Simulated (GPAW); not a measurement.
# Ge (Fd-3m) in GPAW: a series of runs

Aim: see how the results for Ge move with the level of theory and the settings. Levels: rSCAN, WC, vdW-DF-cx, TASK, MS2. Tasks: band structure, equation of state.

Program: GPAW 26.7.0. These are calculated values, not measurements. Logs are shortened: lines on timing, memory, paths and dates and some standing lists are left out, and cuts for length are marked. The log counts tension as positive stress, the text compression.

**What was measured.**

From “Electronic and optical properties of SixGe1-x-ySny alloys lattice-matched to Ge”, 2021, arxiv:2109.02782, for a bulk crystal of Ge: band gap 0.807 eV (direct) at 300 K; band gap 0.666 eV (indirect) at 293 K.

“Temperature-dependent photoluminescence in Ge: experiment and theory”, 2020, arxiv:2003.00143 reports, for a bulk crystal of Ge at 0 K: band gap 0.744 eV (indirect).

“Sub-monolayer structures of Ag overlayers on Ge(111): experimental observations and first-principles study”, 2019, arxiv:1908.00180 quotes, for a bulk crystal of Ge: bulk modulus 75.8 GPa.

The results are compared with them further down.

### Step 1. The crystal as given

It takes space group Fd-3m (No. 227, cubic). The conventional cell has a = 5.658 Å, b = 5.658 Å, c = 5.658 Å, α = 90.00°, β = 90.00°, γ = 90.00°. Around Ge (site symmetry -43m) lie 4 Ge at 2.45 Å.

### Step 2. Band structure, rSCAN, spin-orbit coupling, no magnetisation

Input file run.py:

```python
import numpy as np
from ase.dft.bandgap import bandgap
from ase.io import read, write
from ase.units import GPa
from gpaw import GPAW, PW
from gpaw.spinorbit import soc_eigenstates

atoms = read('Ge.cif')

calc = GPAW(mode=PW(600),
            xc='MGGA_X_RSCAN+MGGA_C_RSCAN',
            kpts={'size': (8, 8, 8), 'gamma': True},
            occupations={'name': 'fermi-dirac', 'width': 0.05},
            nbands=11,
            convergence={'density': 1e-05, 'energy': 1e-05},
            maxiter=150,
            txt='gpaw.txt')
atoms.calc = calc
energy = atoms.get_potential_energy()
forces = atoms.get_forces()
stress = atoms.get_stress()
calc.write('gs.gpw')
write('result.traj', atoms)
print(f'Energy: {energy:.6f} eV')
print('Forces (eV/A):')
print(forces.round(4))
print('Stress (GPa):', (stress / GPa).round(3))
print('Fermi level:', round(calc.get_fermi_level(), 4), 'eV')
print(f'Gap: {bandgap(calc)[0]:.4f} eV, direct: {bandgap(calc, direct=True)[0]:.4f} eV')

path = atoms.cell.bandpath('GXWKGLUWLK,UX', npoints=80, eps=1e-4)
bs_calc = calc.fixed_density(kpts=path, symmetry='off', nbands=21,
                             convergence={'bands': 'CBM+6.0', 'eigenstates': 1e-6}, txt='bands.txt')
bs = bs_calc.band_structure()
bs.write('bs.json')
print(f'Gap on the path: {bandgap(bs_calc)[0]:.4f} eV')

soc = soc_eigenstates(bs_calc, theta=54.7, phi=45, ignore_xc_potential=True)
np.savetxt('soc_bands.dat', soc.eigenvalues(), fmt='%.4f')
mesh = soc_eigenstates('gs.gpw', theta=54.7, phi=45, ignore_xc_potential=True)
np.savetxt('soc_mesh.dat', mesh.eigenvalues(), fmt='%.4f')
print('Fermi level with spin-orbit coupling:', round(mesh.fermi_level, 4), 'eV')
```

Input file Ge.cif:

```cif
data_Ge
_cell_length_a 4.00068289
_cell_length_b 4.00068289
_cell_length_c 4.00068289
_cell_angle_alpha 60.00000000
_cell_angle_beta 60.00000000
_cell_angle_gamma 60.00000000
_space_group_name_H-M_alt 'P1'
_space_group_name_Hall 'P 1'
_space_group_IT_number 1
loop_
_space_group_symop_operation_xyz
'x,y,z'
loop_
_atom_site_label
_atom_site_type_symbol
_atom_site_symmetry_multiplicity
_atom_site_Wyckoff_symbol
_atom_site_fract_x
_atom_site_fract_y
_atom_site_fract_z
_atom_site_occupancy
Ge1 Ge 1 a 0.7500000000 0.7500000000 0.7500000000 1
Ge2 Ge 1 a 0.5000000000 0.5000000000 0.5000000000 1
```

Potentials or basis: GPAW PAW data sets (gpaw-data 1.2.1), pw.

Run with:

```sh
$ OMP_NUM_THREADS=1 python run.py
```

gpaw.txt:

```text
__  _  _
 | _ |_)|_||  |
 |__||  | ||/\| - 26.7.0

Input parameters:
  mode=PW(ecut=600.0),
  convergence={'density': 1e-05, 'energy': 1e-05},
  kpts=MonkhorstPack(size=(8, 8, 8), gamma=True),
  maxiter=150,
  nbands=11,
  occupations=Occupations(name='fermi-dirac', width=0.05),
  xc=XC(name='MGGA_X_RSCAN+MGGA_C_RSCAN')

Diagonalizing LCAO Hamiltonian
Converting LCAO to pw mode

             Ge
       Ge

Atoms  # Å, Bohr magnetons
|   | symbol |        x |        y |        z |    initial magnetic moments |
|---|--------|----------|----------|----------|-----------------------------|
| 0 |     Ge | 6.001024 | 3.464693 | 2.449908 | ( 0.0000,  0.0000,  0.0000) |
| 1 |     Ge | 4.000683 | 2.309795 | 1.633272 | ( 0.0000,  0.0000,  0.0000) |

Unit cell  # Å
| periodic |        x |        y |        z |  lengths |    angles |
|----------|----------|----------|----------|----------|-----------|
|      yes | 4.000683 | 0.000000 | 0.000000 | 4.000683 | 60.000000 |
|      yes | 2.000341 | 3.464693 | 0.000000 | 4.000683 | 60.000000 |
|      yes | 2.000341 | 1.154898 | 3.266544 | 4.000683 | 60.000000 |

Number of symmetries: 24
Symmetry operations  # r_c * U_cc + t_c -> r_c
|    | kind |            matrix            |
|----|------|------------------------------|
|  0 |  E   |  1, 0, 0,  0, 1, 0,  0, 0, 1 |
|  1 |  σ   |  1, 0, 0,  0, 0, 1,  0, 1, 0 |
|  2 |  σ   |  1, 0,-1,  0, 1,-1,  0, 0,-1 |
|  3 |  C3  |  1, 0,-1,  0, 0,-1,  0, 1,-1 |
|  4 |  C3  |  1,-1, 0,  0,-1, 1,  0,-1, 0 |
|  5 |  σ   |  1,-1, 0,  0,-1, 0,  0,-1, 1 |
|  6 |  σ   |  0, 1, 0,  1, 0, 0,  0, 0, 1 |
|  7 |  C3  |  0, 1, 0,  0, 0, 1,  1, 0, 0 |
|  8 |  C2  |  0, 1,-1,  1, 0,-1,  0, 0,-1 |
|  9 |  S4  |  0, 1,-1,  0, 0,-1,  1, 0,-1 |
| 10 |  C3  |  0, 0, 1,  1, 0, 0,  0, 1, 0 |
| 11 |  σ   |  0, 0, 1,  0, 1, 0,  1, 0, 0 |
| 12 |  S4  |  0, 0,-1,  1, 0,-1,  0, 1,-1 |
| 13 |  C3  |  0, 0,-1,  0, 1,-1,  1, 0,-1 |
| 14 |  S4  |  0,-1, 1,  1,-1, 0,  0,-1, 0 |
| 15 |  C2  |  0,-1, 1,  0,-1, 0,  1,-1, 0 |
| 16 |  C3  |  0,-1, 0,  1,-1, 0,  0,-1, 1 |
| 17 |  S4  |  0,-1, 0,  0,-1, 1,  1,-1, 0 |
| 18 |  S4  | -1, 1, 0, -1, 0, 1, -1, 0, 0 |
| 19 |  C3  | -1, 1, 0, -1, 0, 0, -1, 0, 1 |
| 20 |  C3  | -1, 0, 1, -1, 1, 0, -1, 0, 0 |
| 21 |  S4  | -1, 0, 1, -1, 0, 0, -1, 1, 0 |
| 22 |  σ   | -1, 0, 0, -1, 1, 0, -1, 0, 1 |
| 23 |  C2  | -1, 0, 0, -1, 0, 1, -1, 1, 0 |

BZ-sampling:
  Number of BZ points: 512
  Number of IBZ points: 29

  Monkhorst-Pack size: [8, 8, 8]
  Monkhorst-Pack shift: [0.0625, 0.0625, 0.0625]

K-points  # in reciprocal-cell coordinates
|     |                                coordinates |     weight |
|-----|--------------------------------------------|------------|
|   0 | (  0.00000000,   0.00000000,   0.00000000) | 0.00195312 |
|   1 | (  0.12500000,   0.12500000,   0.00000000) | 0.01171875 |
|   2 | (  0.12500000,   0.12500000,   0.12500000) | 0.01562500 |
|   3 | (  0.25000000,   0.12500000,   0.12500000) | 0.02343750 |
|   4 | (  0.25000000,   0.25000000,   0.00000000) | 0.01171875 |
|   5 | (  0.25000000,   0.25000000,   0.12500000) | 0.04687500 |
|   6 | (  0.25000000,   0.25000000,   0.25000000) | 0.01562500 |
|   7 | (  0.37500000,   0.25000000,  -0.37500000) | 0.04687500 |
|   8 | (  0.37500000,   0.25000000,   0.12500000) | 0.04687500 |
|   9 | (  0.37500000,   0.25000000,   0.25000000) | 0.04687500 |
| ... |                                            |            |
|  28 | (  0.50000000,   0.50000000,   0.50000000) | 0.00781250 |

Plane wave coefficients: 1540
Cutoff: 600.0 eV

Spin-components: 1 (collinear spins)
Bands:           11
Projectors:      10
Spin-degeneracy: 2
Datatype:        complex128

Parallelization:
  kpt:    1
  domain: 1
  band:   1

Density:
  Valence electrons: 8.0
  Components: 1
  Grid points: [24 24 24]
  Charge: 0.0  # |e|

Potential:
  Grid points: [24 24 24]

species:
  Ge:
    name:    Germanium
    Z:       32.0
    valence: 4
    core:    28
    charge:  0.0  # [|e|]
    compensation charges:
      type: gauss
      rc: 0.32  # [Å]
      lmax: 2
    cutoffs:
      filter: 1.77  # [Å]
      core: 3.42  # [Å]
    projectors
    | kind |    occ | energy [eV] | rcut [Å] |
    |------|--------|-------------|----------|
    |   4s |  2.000 |     -11.726 |    1.005 |
    |   4p |  2.000 |      -3.896 |    1.005 |
    |    s |        |      15.485 |    1.005 |
    |    p |        |      23.315 |    1.005 |
    |    d |        |       0.000 |    1.005 |

    Using partial waves for Ge as LCAO basis

Reference energy: -114195.275705  # eV

eigensolver:
  PPCG
  Converge bands: occupied
  niter=2

density mixing:
  MSR1-Mixer
  Pratt-step length: 0.05
  Maximum mixing coefficient: 0.75
  Old densities: 10
  SVD Regularization: 0.005
  Good broyden scale: 1.0
  Trust region scale: 1.0
  Backstep threshold: 4.0
  History deletion threshold: 6.0
  Fourier metric: weight=20.0, sigma=0.015

occupation numbers:
  Fermi-Dirac:
    width: 0.0500  # eV

poisson solver:
  ecut: 4800.0  # eV

xc functional:
  name: MGGA_X_RSCAN+MGGA_C_RSCAN with 2 nearest neighbor stencil

convergence criteria:
- Maximum integral of absolute [dens]ity change: 1e-05 electrons / valence electron
- Maximum [total energy] change in last 3 cyles: 1e-05 eV / valence electron
- Maximum integral of absolute [eigenst]ate change: 4e-08 eV^2 / valence electron
maximum number of iterations: 150

SCF iterations
|iter     | |      energy | eigst |  dens |
|---------|-|-------------|-------|-------|
|iter:   1| |  -44.153456 | -0.47 |       |
|iter:   2| |  -42.598623 | -2.05 | -0.93 |
|iter:   3| |-76562.350567 | +4.49 | -0.91 |
|iter:   4| |  -39.455036 | +2.22 | +1.73 |
|iter:   5| |  -42.627479 | +0.18 | -0.90 |
|iter:   6| |  -42.649303 | -1.51 | -1.68 |
|iter:   7| |  -42.649750 | -3.48 | -2.08 |
|iter:   8| |  -42.649775 | -4.91 | -2.46 |
|iter:   9| |  -42.649779c| -6.41 | -3.22 |
|iter:  10| |  -42.649781c| -7.40c| -3.45 |
|iter:  11| |  -42.649781c| -7.94c| -4.52 |
|iter:  12| |  -42.649781c| -8.47c| -4.94 |
|iter:  13| |  -42.649781c| -9.21c| -5.60c|

Converged in 13 steps
Energy contributions relative to reference atoms: (reference = -114195.275705)

Energy contributions:
  Kinetic:          24.455754
  Coulomb:         -21.584287
  Zero:             -0.009978
  External:          0.000000
  Xc:              -45.511223
  Entropy:          -0.000092
  Spinorbit:         0.000000
  ----------------------------
  Free energy:     -42.649827
  Extrapolated:    -42.649781

dipole moment: (5.220672, 3.014156, 2.131330)  # |e|*Ang

Fermi level: 5.941
Eigenvalues  # (at kpt = [0.000, 0.000, 0.000])
| band index |      eig [eV] | occ [0-2] |
|------------|---------------|-----------|
|          0 |        -7.549 |     2.000 |
|          1 |         5.727 |     1.973 |
|          2 |         5.727 |     1.973 |
|          3 |         5.727 |     1.973 |
|          4 |         6.170 |     0.020 |
|          5 |         8.470 |     0.000 |
|          6 |         8.470 |     0.000 |
|          7 |         8.470 |     0.000 |
|          8 |        12.821 |     0.000 |
|          9 |        15.561 |     0.000 |
|         10 |        15.561 |     0.000 |

Gap: 0.443 eV
Transition (v -> c):
  (s=0, k=0, n=3, [0.00, 0.00, 0.00]) -> (s=0, k=0, n=4, [0.00, 0.00, 0.00])
No difference between direct/indirect transitions

Forces  # eV/Ang
|       x |       y |        z |
|---------|---------|----------|
| 0.00000 | 0.00000 |  0.00000 |  # Ge   0
| 0.00000 | 0.00000 | -0.00000 |  # Ge   1

Stress tensor  # eV/Ang^3
|         x |         y |         z |
|-----------|-----------|-----------|
| -0.004256 |  0.000000 | -0.000000 |
|  0.000000 | -0.004256 |  0.000000 |
| -0.000000 |  0.000000 | -0.004256 |

# Writing to gs.gpw (mode='')
```

Run time: 78 s. Hardware: 1 thread of Arm Neoverse V2, shared host; peak memory 0.28 GiB.

What came out:

```
Free energy             : -42.6498 eV
Pressure                : 0.7 GPa
Band gap on the k mesh  : 0.34 eV, direct
Band gap along the path : 0.34 eV, direct
```

Levels at the corners of the path, in eV from the valence-band top:
```
point  band 6  band 7  band 8  band 9  band 10  band 11
    Γ    0.00    0.00    0.00    0.34     0.34     2.50
    X   -3.31   -3.31   -3.31    0.88     0.88     0.88
    W   -4.18   -4.10   -4.10    4.54     4.54     4.68
    K   -4.58   -2.85   -2.85    1.31     1.31     4.34
    Γ    0.00    0.00    0.00    0.34     0.34     2.50
    L   -1.67   -1.48   -1.48    0.36     0.36     3.87
    U   -4.58   -2.85   -2.85    1.31     1.31     4.34
    W   -4.18   -4.10   -4.10    4.54     4.54     4.68
    L   -1.67   -1.48   -1.48    0.36     0.36     3.87
    K   -4.58   -2.85   -2.85    1.31     1.31     4.34
    U   -4.58   -2.85   -2.85    1.31     1.31     4.34
    X   -3.31   -3.31   -3.31    0.88     0.88     0.88
```

Caveat: spin-orbit coupling was added after a scalar SCF, so levels and gaps hold it while energy, forces, pressure and moments don't; this program's spin-orbit splittings come out too wide for heavy elements; the PAW data sets were made with another functional, which shifts forces and pressure a little.

### Step 3. Band structure, WC, spin-orbit coupling, no magnetisation

Edit run.py of step 2 so:

```diff
@@ -4,9 +4,11 @@
 from ase.units import GPa
-from gpaw import GPAW, PW
+from gpaw import GPAW, PW, setup_paths
 from gpaw.spinorbit import soc_eigenstates
 
-atoms = read('Ge.cif')
+setup_paths.insert(0, '.')
+
+atoms = read('POSCAR')
 
 calc = GPAW(mode=PW(600),
-            xc='MGGA_X_RSCAN+MGGA_C_RSCAN',
+            xc='WC',
             kpts={'size': (8, 8, 8), 'gamma': True},
@@ -37,5 +39,5 @@
 
-soc = soc_eigenstates(bs_calc, theta=54.7, phi=45, ignore_xc_potential=True)
+soc = soc_eigenstates(bs_calc, theta=90, phi=0)
 np.savetxt('soc_bands.dat', soc.eigenvalues(), fmt='%.4f')
-mesh = soc_eigenstates('gs.gpw', theta=54.7, phi=45, ignore_xc_potential=True)
+mesh = soc_eigenstates('gs.gpw', theta=90, phi=0)
 np.savetxt('soc_mesh.dat', mesh.eigenvalues(), fmt='%.4f')
```

Input file POSCAR:

```
Ge
1.0
    0.0000000000      2.8289100000      2.8289100000
    2.8289100000      0.0000000000      2.8289100000
    2.8289100000      2.8289100000      0.0000000000
Ge
2
Direct
    0.7500000000      0.7500000000      0.7500000000
    0.5000000000      0.5000000000      0.5000000000
```

Potentials or basis: PAW data sets generated in the run's folder for this functional, pw.

Run with:

```sh
$ gpaw-setup -f WC Ge
$ OMP_NUM_THREADS=1 python run.py
```

Run time: 24 s. Hardware: 1 thread of Arm Neoverse V2, shared host; peak memory 0.24 GiB.

Results (log left out):

| Property | Result |
| --- | --- |
| Free energy | -9.7612 eV |
| Pressure | 1.0 GPa |
| Band gap along the path | none (metal or under the smearing width) |

Levels at the corners of the path, in eV from the Fermi level:
| point | band 6 | band 7 | band 8 | band 9 | band 10 | band 11 |
| --- | --- | --- | --- | --- | --- | --- |
| Γ | -0.05 | 0.07 | 0.07 | 0.07 | 0.07 | 2.35 |
| X | -3.12 | -3.12 | -3.12 | 0.61 | 0.61 | 0.61 |
| W | -4.02 | -3.94 | -3.94 | 4.18 | 4.18 | 4.33 |
| K | -4.41 | -2.68 | -2.68 | 1.03 | 1.03 | 3.99 |
| Γ | -0.05 | 0.07 | 0.07 | 0.07 | 0.07 | 2.35 |
| L | -1.54 | -1.34 | -1.34 | 0.07 | 0.07 | 3.63 |
| U | -4.41 | -2.68 | -2.68 | 1.03 | 1.03 | 3.99 |
| W | -4.02 | -3.94 | -3.94 | 4.18 | 4.18 | 4.33 |
| L | -1.54 | -1.34 | -1.34 | 0.07 | 0.07 | 3.63 |
| K | -4.41 | -2.68 | -2.68 | 1.03 | 1.03 | 3.99 |
| U | -4.41 | -2.68 | -2.68 | 1.03 | 1.03 | 3.99 |
| X | -3.12 | -3.12 | -3.12 | 0.61 | 0.61 | 0.61 |

Caveat: spin-orbit coupling was added after a scalar SCF, so levels and gaps hold it while energy, forces, pressure and moments don't; this program's spin-orbit splittings come out too wide for heavy elements; this crystal is a semiconductor, whose small gap the functional closes, so the metal is an error of the method.

[end of part 1 of 3]
